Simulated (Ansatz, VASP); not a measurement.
# Two plane-wave programs on Pt

```
Pt
1.0
     2.95160    0.00000    0.00000
    -1.47580    2.55616    0.00000
     0.00000    0.00000    4.78138
Pt
2
Direct
  0.66667 0.33333 0.75000
  0.33333 0.66667 0.25000
```

Alike in both runs: task single point; functional PBE; k mesh 18 × 18 × 10; occupations gaussian, width 0.15 eV; no spin polarisation.

|  | VASP | Ansatz |
| --- | --- | --- |
| version | VASP 6.6.1 | Ansatz 0.2.0 |
| potentials or method | VASP PAW PBE potentials, release 64 (Pt) | scalar-relativistic, plane waves, PAW |
| plane-wave cutoff (eV) | 520 | 420 |
| valence electrons in the cell | 20 | 36 |

```tsv
	VASP	Ansatz	Ansatz less VASP
gap on the k mesh at the Fermi level (eV)	none	none	-
pressure (GPa)	-22.8	-22.5	+0.26
largest component of the traceless stress (GPa)	3.30	3.36	+0.057
```

A gap of «none» marks a metal or a gap that the smearing closes. The functional is the same, so the differences come from potentials, cutoffs and numerics. The two sets of potentials don't hold the same shells in valence.

Caveats: so large a pressure means that the cell lies far from this level's equilibrium, or that cutoff or potentials fall short (VASP). The runs have no spin-orbit coupling, so splittings on Pt are missing.
